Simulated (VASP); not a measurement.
# Ir in VASP: notebook

Aim: see how the results for Ir move with the level of theory and the settings. Levels: PBE+dDsC, PBE+rVV10, PBE. Tasks: relaxation of the atoms.

All numbers are computed with VASP 6.6.1; they aren't measurements. Logs are shortened: lines on timing, memory, paths and dates and some standing lists are left out, and cuts for length are marked.

## (1) The structure

The cell holds a sheet with vacuum, 1 atom: a = 2.452 Å, b = 2.452 Å, c = 23.800 Å, α = 90.00°, β = 90.00°, γ = 90.00°.

The cell was built by a generator and needn't be a form met in nature.

## (2) Relaxation of the atoms, PBE+dDsC

INCAR reads:

```
PREC = Accurate
ENCUT = 520
EDIFF = 1E-6
ISMEAR = -1
SIGMA = 0.05
LREAL = F
LASPH = T
NELM = 100
ALGO = Normal
ISIF = 2
LWAVE = F
LCHARG = F
LDIPOL = T
IDIPOL = 3
DIPOL = 0.5 0.5 0.294
GGA = PE
IVDW = 4
IBRION = 2
NSW = 40
EDIFFG = -0.02
```

KPOINTS reads:

```
regular mesh
0
Gamma
  11 11 1
```

POSCAR reads:

```
Ir
1.0
    2.4518400000      0.0000000000      0.0000000000
    0.0000000000      2.4518400000      0.0000000000
    0.0000000000      0.0000000000     23.8000000000
Ir
1
Selective dynamics
Direct
    0.0000000000      0.0000000000      0.2941200000  F F F
```

Potentials or basis: VASP PAW PBE potentials, release 64 (Ir).

Launch:

```bash
> cat potpaw_PBE.64/Ir/POTCAR > POTCAR
> mpirun -np 1 vasp_std > vasp.out
```

OUTCAR:

```text
PREC = Accurate
   ENCUT = 520
   EDIFF = 1E-6
   ISMEAR = -1
   LREAL = F
   LASPH = T
   NELM = 100
   ISIF = 2
   GGA = PE
   IVDW = 4
   IBRION = 2
   NSW = 40
   EDIFFG = -0.02
  IVDW =   4

 ion  position               nearest neighbor table
   1  0.000  0.000  0.294-

  LATTYP: Found a simple tetragonal cell.
 ALAT       =     2.4518400000
 C/A-ratio  =     9.7069955625

  Lattice vectors:

 A1 = (   2.4518400000,   0.0000000000,   0.0000000000)
 A2 = (   0.0000000000,   2.4518400000,   0.0000000000)
 A3 = (   0.0000000000,   0.0000000000,  23.8000000000)

Analysis of symmetry for initial positions (statically):
=====================================================================
 Subroutine PRICEL returns:
 Original cell was already a primitive cell.

 Routine SETGRP: Setting up the symmetry group for a
 simple tetragonal supercell.

 Subroutine GETGRP returns: Found 16 space group operations
 (whereof  8 operations were pure point group operations)
 out of a pool of 16 trial point group operations.

The static configuration has the point symmetry C_4v.
 The point group associated with its full space group is D_4h.

Analysis of symmetry for dynamics (positions and initial velocities):
=====================================================================
 Subroutine PRICEL returns:
 Original cell was already a primitive cell.

 Routine SETGRP: Setting up the symmetry group for a
 simple tetragonal supercell.

 Subroutine GETGRP returns: Found 16 space group operations
 (whereof  8 operations were pure point group operations)
 out of a pool of 16 trial point group operations.

The dynamic configuration has the point symmetry C_4v.
 The point group associated with its full space group is D_4h.

Analysis of constrained symmetry for selective dynamics:
=====================================================================
 Subroutine PRICEL returns:
 Original cell was already a primitive cell.

 Routine SETGRP: Setting up the symmetry group for a
 simple tetragonal supercell.

 Subroutine GETGRP returns: Found 16 space group operations
 (whereof  8 operations were pure point group operations)
 out of a pool of 16 trial point group operations.

The constrained configuration has the point symmetry C_4v.
 The point group associated with its full space group is D_4h.

 Subroutine INISYM returns: Found 16 space group operations
 (whereof  8 operations are pure point group operations),
 and found     1 'primitive' translations

----------------------------------------------------------------------------------------

                                     Primitive cell

  volume of cell :     143.0742

  direct lattice vectors                    reciprocal lattice vectors
     2.451840000  0.000000000  0.000000000     0.407856956  0.000000000  0.000000000
     0.000000000  2.451840000  0.000000000     0.000000000  0.407856956  0.000000000
     0.000000000  0.000000000 23.800000000     0.000000000  0.000000000  0.042016807

  length of vectors
     2.451840000  2.451840000 23.800000000     0.407856956  0.407856956  0.042016807

  position of ions in fractional coordinates (direct lattice)
     0.000000000  0.000000000  0.294120000

  ion indices of the primitive-cell ions
   primitive index   ion index
                 1           1

----------------------------------------------------------------------------------------

 KPOINTS: regular mesh

Automatic generation of k-mesh.
 Grid dimensions read from file:
 generate k-points for:   11   11    1

 Generating k-lattice:

  Cartesian coordinates                     Fractional coordinates (reciprocal lattice)
     0.037077905  0.000000000  0.000000000     0.090909091  0.000000000  0.000000000
     0.000000000  0.037077905  0.000000000     0.000000000  0.090909091  0.000000000
     0.000000000  0.000000000  0.042016807     0.000000000  0.000000000  1.000000000

  Length of vectors
     0.037077905  0.037077905  0.042016807

  Shift w.r.t. Gamma in fractional coordinates (k-lattice)
     0.000000000  0.000000000  0.000000000

 Subroutine IBZKPT returns following result:
 ===========================================

 Found     21 irreducible k-points:

 Following reciprocal coordinates:
            Coordinates               Weight
  0.000000  0.000000  0.000000      1.000000
  0.090909  0.000000  0.000000      4.000000
  0.181818  0.000000  0.000000      4.000000
  0.272727  0.000000  0.000000      4.000000
  0.363636  0.000000  0.000000      4.000000
  0.454545  0.000000  0.000000      4.000000
[... 13 lines left out ...]
  0.454545  0.363636  0.000000      8.000000
  0.454545  0.454545  0.000000      4.000000
   k-points           NKPTS =     21   k-points in BZ     NKDIM =     21   number of bands    NBANDS=      8
   number of dos      NEDOS =    301   number of ions     NIONS =      1
   total plane-waves  NPLWV =  58320
   dimension x,y,z NGX =    18 NGY =   18 NGZ =  180
   dimension x,y,z NGXF=    36 NGYF=   36 NGZF=  360
   ions per type =               1
   NGX,Y,Z   is equivalent  to a cutoff of  12.20, 12.20, 12.57 a.u.
   NGXF,Y,Z  is equivalent  to a cutoff of  24.41, 24.41, 25.15 a.u.
 SYSTEM =  unknown system
   PREC   = accura    normal or accurate (medium, high low for compatibility)
   ISTART =      0    job   : 0-new  1-cont  2-samecut
   ICHARG =      2    charge: 1-file 2-atom 10-const
   ISPIN  =      1    spin polarized calculation?
   LNONCOLLINEAR =      F non collinear calculations
   LSORBIT =      F    spin-orbit coupling
   LASPH  =      T    aspherical Exc in radial PAW
   ENCUT  =  520.0 eV  38.22 Ry    6.18 a.u.   4.56  4.56 44.25*2*pi/ulx,y,z
   NELM   =    100;   NELMIN=  2; NELMDL= -5     # of ELM steps
   EDIFF  = 0.1E-05   stopping-criterion for ELM
   LREAL  =      F    real-space projection
   EDIFFG = -.2E-01   stopping-criterion for IOM
   NSW    =     40    number of steps for IOM
   IBRION =      2    ionic relax: 0-MD 1-quasi-New 2-CG
   NFREE  =      1    steps in history (QN), initial steepest desc. (CG)
   ISIF   =      2    stress and relaxation
   ISYM   =      2    0-nonsym 1-usesym 2-fastsym
   POTIM  = 0.5000    time-step for ionic-motion
   TEBEG  =    0.0;   TEEND  =   0.0 temperature during run
   PSTRESS=    0.0 pullay stress
   NELECT =       9.0000    total number of electrons
   NUPDOWN=      -1.0000    fix difference up-down
   EMIN   =  10.00;   EMAX   =-10.00  energy-range for DOS
   EFERMI =   0.00;   METHOD = LEGACY
   ISMEAR =    -1;   SIGMA  =   0.05  broadening in eV -4-tet -1-fermi 0-gaus
   EFERMI_NEDOS =   21; number of points for ismear=-14 and -15
   IALGO  =     38    algorithm
   IMIX   =      4    mixing-type and parameters
     AMIX     =   0.40;   BMIX     =  1.00
     AMIX_MAG =   1.60;   BMIX_MAG =  1.00
  volume/ion in A,a.u.               =     143.07       965.51
  Fermi-wavevector in a.u.,A,eV,Ry     =   0.651081  1.230365  5.767604  0.423907
  Thomas-Fermi vector in A             =   1.720567
   LORBIT       =      0    0 simple, 1 ext, 2 COOP (PROOUT), +10 PAW based schemes
   GGA     = PE    functional components
   LHFCALC =     F    Hartree Fock is set to
   AEXX    =    0.0000 exact exchange contribution
   IVDW    =     4    specifies the selected vdW correction
   LEPSILON=     F    determine dielectric tensor
   LRPA    =     F    only Hartree local field effects (RPA)
 conjugate gradient relaxation of ions
 non-spin polarized calculation
  energy-cutoff  :      520.00
  volume of cell :      143.07
 maximum number of plane-waves:      3933
   NGX =  9   NGY =  9   NGZ = 89

 number of electron       8.9999999 magnetization

 dipolmoment           0.000000      0.000000     -0.000003 electrons x Angstroem

 Free energy of the ion-electron system (eV)
  ---------------------------------------------------
  ext. energy  EPLUGINS =         0.00000000
  ---------------------------------------------------
  free energy    TOTEN  =        -6.80863655 eV

  energy without entropy =       -6.79297511  energy(sigma->0) =       -6.80080583

 E-fermi :  -4.4664     XC(G=0):  -2.1720

 val. band max:       -4.4822286540   @ k =   0.4545   0.2727   0.0000
 cond. band min:      -4.4531417907   @ k =   0.4545   0.3636   0.0000
 fundamental gap:      0.0290868633
 Fermi energy:        -4.4663686188

 k-point     1 :       0.0000    0.0000    0.0000
  band No.  band energies     occupation
      1     -12.2555      2.00000
      2     -10.8477      2.00000
      3      -6.9981      2.00000
      4      -3.7475      0.00000
      5      -3.7475      0.00000
      6      -3.2441      0.00000
      7      -2.3316      0.00000
      8       1.2558      0.00000

 k-point     2 :       0.0909    0.0000    0.0000
  band No.  band energies     occupation
      1     -11.9367      2.00000
      2     -10.5667      2.00000
      3      -6.8859      2.00000
      4      -4.8312      1.99865
      5      -3.7083      0.00000
      6      -2.6601      0.00000
      7      -2.2940      0.00000
      8       1.4538      0.00000

 k-point     3 :       0.1818    0.0000    0.0000
  band No.  band energies     occupation
      1     -11.3285      2.00000
      2      -9.4644      2.00000
      3      -6.5652      2.00000
      4      -6.1643      2.00000
      5      -3.6019      0.00000
      6      -3.4634      0.00000
      7      -1.1860      0.00000
      8       2.0457      0.00000
[... 177 lines left out ...]
 k-point    20 :       0.4545    0.3636    0.0000
  band No.  band energies     occupation
      1     -10.5145      2.00000
      2      -7.7128      2.00000
      3      -7.0045      2.00000
      4      -4.4531      0.86850
      5      -2.7129      0.00000
      6       1.7551      0.00000
      7       5.1307      0.00000
      8       6.9281      0.00000

 k-point    21 :       0.4545    0.4545    0.0000
  band No.  band energies     occupation
      1     -11.0328      2.00000
      2      -7.5208      2.00000
      3      -7.4622      2.00000
      4      -4.1999      0.00965
      5      -0.5757      0.00000
      6       3.0589      0.00000
      7       4.7114      0.00000
      8       7.9576      0.00000

------------------------ aborting loop because EDIFF is reached ----------------------------------------

 vacuum level on the upper side and lower side of the slab       (xc-potential included)        -0.176        -0.154

  Hirshfeld-DOM and Hirshfeld charges and relative Volumes:
            ion         q(e)           q(e)           rel_vol
   -----------------------------------------------------------
      1     Ir          0.000          0.000          1.082

  dDsC method for vdW energy calculation

  Number of pair interactions contributing to vdW energy:    3556

  Edisp (eV):   -0.19799

  FORCE on cell =-STRESS in cart. coord.  units (eV):
  Direction    XX          YY          ZZ          XY          YZ          ZX
  --------------------------------------------------------------------------------------
  -------------------------------------------------------------------------------------
  Total      -0.33655    -0.33655    -0.00828     0.00000     0.00000     0.00000
  in kB      -3.76876    -3.76876    -0.09272     0.00000     0.00000     0.00000
  external pressure =       -2.54 kB  Pullay stress =        0.00 kB

 VOLUME and BASIS-vectors are now :
 -----------------------------------------------------------------------------
  energy-cutoff  :      520.00
  volume of cell :      143.07
      direct lattice vectors                 reciprocal lattice vectors
     2.451840000  0.000000000  0.000000000     0.407856956  0.000000000  0.000000000
     0.000000000  2.451840000  0.000000000     0.000000000  0.407856956  0.000000000
     0.000000000  0.000000000 23.800000000     0.000000000  0.000000000  0.042016807

 POSITION                                       TOTAL-FORCE (eV/Angst)
 -----------------------------------------------------------------------------------
      0.00000      0.00000      7.00006         0.000000      0.000000      0.000000
 -----------------------------------------------------------------------------------
    total drift:                                0.000000      0.000000     -0.000033

  FREE ENERGIE OF THE ION-ELECTRON SYSTEM (eV)
  ---------------------------------------------------
  free  energy   TOTEN  =        -7.0066277718 eV

  energy  without entropy=       -6.9909663277  energy(sigma->0) =       -6.99879705

 reached required accuracy - stopping structural energy minimisation

 vacuum level on the upper side and lower side of the slab         1.566         1.566
```

Run time: 23 s. Hardware: 1 thread of Intel Xeon Platinum 8488C (Sapphire Rapids), shared host; peak memory 0.23 GiB.

What came out:

```
Free energy                : -7.0066 eV
Band gap on the k mesh     : none (metal or under the smearing width)
Dispersion energy per atom : -0.198 eV
```

Final structure:
```
Ir
1.0
     2.45184    0.00000    0.00000
     0.00000    2.45184    0.00000
     0.00000    0.00000   23.80000
Ir
1
Cartesian
  0.0000 0.0000 7.0001
```

Caveat: the relaxation stopped at its first step, so nothing moved.

## (3) Relaxation of the atoms, PBE+rVV10

INCAR, as its differences from that of step 2:

```diff
@@ -16,3 +16,6 @@
 GGA = PE
-IVDW = 4
+LUSE_VDW = T
+IVDW_NL = 2
+BPARAM = 10.0
+CPARAM = 0.0093
 IBRION = 2
```

KPOINTS is that of step 2.

POSCAR is that of step 2.

Potentials or basis: VASP PAW PBE potentials, release 64 (Ir).

Launch:

```bash
> cat potpaw_PBE.64/Ir/POTCAR > POTCAR
> mpirun -np 1 vasp_std > vasp.out
```

Run time: 73 s. Hardware: 1 thread of Intel Xeon Platinum 8488C (Sapphire Rapids), shared host; peak memory 0.44 GiB.

The run converged. Its results:

```
Free energy            : -6.3638 eV
Band gap on the k mesh : none (metal or under the smearing width)
```

Final structure:
```
CELL_PARAMETERS angstrom
2.45184 0.00000 0.00000
0.00000 2.45184 0.00000
0.00000 0.00000 23.80000
ATOMIC_POSITIONS crystal
Ir 0.00000 0.00000 0.29412
```

Levels at points of the mesh, in eV from the Fermi level:
```tsv
k point	band 1	band 2	band 3	band 4	band 5	band 6	band 7	band 8
(0.00, 0.00, 0.00)	-7.80	-6.38	-2.54	0.72	0.72	1.18	2.14	5.65
```

Caveat: the relaxation stopped at its first step, so nothing moved. The run has no spin-orbit coupling, so splittings on Ir are missing.

## (4) Relaxation of the atoms, PBE

INCAR reads:

```
SYSTEM = Ir
ALGO = Normal ; DIPOL = 0.5 0.5 0.294
EDIFF = 1E-6 ; EDIFFG = -0.02
ENCUT = 520 ; GGA = PE
IBRION = 2 ; IDIPOL = 3
ISIF = 2 ; ISMEAR = -1
LASPH = .TRUE. ; LCHARG = .FALSE.
LDIPOL = .TRUE. ; LREAL = .FALSE.
LWAVE = .FALSE. ; NBANDS = 16
NELM = 100 ; NSW = 40
PREC = Accurate ; SIGMA = 0.05
```

KPOINTS reads:

```
k-points
0
G
  11 11 1
  0 0 0
```

POSCAR is that of step 3.

Launch:

```bash
> cat potpaw_PBE.64/Ir/POTCAR > POTCAR
> mpirun -np 1 vasp_std > vasp.out
```

It took 28 s on 1 thread of Intel Xeon Platinum 8488C (Sapphire Rapids), shared host; peak memory 0.24 GiB.

The run converged. Its results:

| Quantity | Value |
| --- | --- |
| Free energy | -6.8086 eV |
| Band gap on the k mesh | none (metal or under the smearing width) |

Final structure:
```
CELL_PARAMETERS angstrom
2.45184 0.00000 0.00000
0.00000 2.45184 0.00000
0.00000 0.00000 23.80000
ATOMIC_POSITIONS crystal
Ir 0.00000 0.00000 0.29412
```

Levels at points of the mesh, in eV from the Fermi level:
```csv
k point,band 2,band 3,band 4,band 5,band 6,band 7
"(0.00, 0.00, 0.00)",-6.38,-2.53,0.72,0.72,1.22,2.13
```

Caveat: the relaxation stopped at its first step, so nothing moved. Spin-orbit coupling is left out, which matters for the levels of Ir.

## (5) For comparison

An earlier run on the cell as given: functional PBE; potentials or basis VASP PAW PBE potentials, release 64 (Ir); cutoff 520 eV; k mesh 11 × 11 × 1; occupations fermi-dirac, width 0.05 eV; no spin polarisation.

* Band gap on the k mesh: none (metal or under the smearing width)

## (6) Overview

```csv
task,level,cell,atoms held fixed (from 0),other keys,gap on the mesh (eV)
relaxation of the atoms,PBE+dDsC,atoms relaxed,[0],-,none
relaxation of the atoms,PBE+rVV10,atoms relaxed,[0],-,none
relaxation of the atoms,PBE,atoms relaxed,[0],NBANDS = 16,none
single point,PBE,as given,-,-,none
```

Alike in all rows: potentials or basis VASP PAW PBE potentials, release 64 (Ir); no spin polarisation; k mesh 11 × 11 × 1; cutoff (eV) 520; smearing fermi-dirac 0.05 eV.

Caveats: the relaxation stopped at its first step, so nothing moved (some runs).

Total energies depend on the potentials used, so only differences within one code and one set of settings carry meaning.
